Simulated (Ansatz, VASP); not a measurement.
NaCl in VASP and in Ansatz

```
Cl Na
1.0
     0.00000    2.79406    2.79406
     2.79406    0.00000    2.79406
     2.79406    2.79406    0.00000
Cl Na
1 1
Cartesian
  2.7941 2.7941 2.7941
  0.0000 0.0000 0.0000
```

The cell is a database's computed one.

Alike in both runs: functional PBE; k mesh 8 × 8 × 8; occupations fermi-dirac, width 0.05 eV; no spin polarisation.

|  | VASP | Ansatz |
| --- | --- | --- |
| version | VASP 6.6.1 | Ansatz 0.2.0 |
| potentials or method | VASP PAW PBE potentials, release 64 (Cl, Na_pv), cutoff 520 eV | all-electron LAPW, scalar-relativistic |
| task | single point | band structure |

|  | VASP | Ansatz | Ansatz less VASP |
| --- | --- | --- | --- |
| gap on the k mesh at the Fermi level (eV) | 5.22 | 5.22 | +0.001 |
| least direct gap on the mesh (eV) | 5.22 | 5.22 | +0.001 |
| pressure (GPa) | 1.5 | 1.6 | +0.04 |

Ansatz ran all-electron here, so the differences hold the error of VASP's frozen core and of both bases.

PBE gaps usually lie below the measured ones, often by a third to a half.
